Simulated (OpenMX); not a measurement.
## BAs: equation of state with PBE

**What was measured.**

From “Basic Physical Properties of Cubic Boron Arsenide”, 2019, arxiv:1911.11281, for a bulk crystal of BAs: bulk modulus 148 GPa.

The system is BAs.

```
CELL_PARAMETERS angstrom
0.00000 2.38850 2.38850
2.38850 0.00000 2.38850
2.38850 2.38850 0.00000
ATOMIC_POSITIONS crystal
As 0.75000 0.75000 0.75000
B 0.00000 0.00000 0.00000
```

```yaml
Program: OpenMX 3.8.5
Task: equation of state
Functional: PBE
Potentials_or_basis: OpenMX 2013 PBE set, As7.0-s3p2d2, B7.0-s2p2d1, fixed grid of 36 × 36 × 36 points
k_mesh: 11 × 11 × 11
Occupations: fermi-dirac, width 0.05 eV
Spin: no spin polarisation
Mixing_scheme: rmm-diisk
SCF_threshold: 1e-08 Ha
Solver: band
Grid_points_held_for_all_volumes: 36 × 36 × 36
```

| Quantity | Value |
| --- | --- |
| Equilibrium volume | 13.91 Å³/atom |
| Bulk modulus | 132 GPa |
| Pressure derivative of the bulk modulus | 4.2 (rough: it moves with the points fitted) |

Energy against volume, from the lowest point:
```tsv
volume (Å³/atom)	energy (meV/atom)
12.809	41.65
13.081	22.88
13.354	9.72
13.626	2.40
13.899	0.00
14.171	1.69
14.444	7.70
```

Measured bulk modulus of BAs: 148 GPa (quoted in “Basic Physical Properties of Cubic Boron Arsenide”, 2019, arxiv:1911.11281). This calculation gives 132 GPa (-10.6 %). The fit is for a static lattice scaled at fixed shape and fixed fractional positions.

Caveat: the basis has few d functions beyond the semicore shells, which can make volumes several per cent too large; volumes in these bases differ from converged ones by about 1 %, for some elements by several; the basis of atomic orbitals isn't converged, which shifts pressures, moduli and gaps. PBE usually gives volumes a little too large and moduli too small.
